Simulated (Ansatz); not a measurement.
PbS, DFT, LDA, all-electron PAW with datasets made for the crystal, scalar-relativistic (Ansatz 0.2.0), run on 1 thread of Intel(R) Xeon(R) Platinum 8488C (Sapphire Rapids) on a shared host.

The cell comes from COD entry 9000001, which wasn't checked; take it as a given geometry. The listed cell was then made from it by scaling, straining or moving an atom.

Command: `ansatz run input.yaml --threads 1 --pin off --max-ram 3072MiB --backend cpu --events-out ev --progress --plain --runs-dir out`

```yaml
crystal:
  lattice:
    - [-0.02965, 2.950175, 2.950175]
    - [2.950175, -0.02965, 2.950175]
    - [2.950175, 2.950175, -0.02965]
  atoms:
    - { symbol: Pb, position: [0.0, 0.0, 0.0] }
    - { symbol: S, position: [0.5, 0.5, 0.5] }
kpoints:
  mp_grid: { grid: [7, 7, 7] }
scf:
  occupations: { method: fermi_dirac, width: 0.01 }
hamiltonian:
  xc: lda
  pseudopotentials: { kind: all_electron, datasets: crystal }
output:
  forces: true
  stress: true
  eigenvalues: true
  efg: { contact_densities: true }
```

Task: How large is the problem that the program sets up?

Result: 44 irreducible k-points, 531 plane waves at Γ, 14 bands.

Task: About how long does it take, and how much memory does it use?

Result: 4.5 s of wall time for 8 SCF iterations, with a peak of 0.46 GiB. Times on shared machines scatter by tens of per cent.
